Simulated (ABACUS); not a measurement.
The system is GaP.

```
CELL_PARAMETERS angstrom
0.00000 2.72525 2.72525
2.72525 0.00000 2.72525
2.72525 2.72525 0.00000
ATOMIC_POSITIONS crystal
Ga 0.00000 0.00000 0.00000
P 0.25000 0.25000 0.25000
```

Base run:

* Program: ABACUS 3.10.1
* Functional: rSCAN
* Potentials or basis: SG15 ONCV 1.2 PBE
* Cutoff: 1279 eV
* Density cutoff: 5116 eV
* Basis: plane waves
* k mesh: 5 × 5 × 5
* Occupations: fermi-dirac, width 0.05 eV
* Spin: no spin polarisation

Its results: band gap on the k mesh 1.81 eV, indirect (least direct gap 1.98 eV); pressure -1.5 GPa.

The run is repeated on the same cell with these changes: functional from rSCAN to TPSS. What comes out?

Band gap on the k mesh 1.65 eV, indirect (least direct gap 1.99 eV); pressure 2.0 GPa.

Caveats: the potentials were made for another functional, which shifts forces and pressure; an odd mesh through Γ misses points on the zone boundary, where band edges often lie.

Not every run made on this cell is shown here.
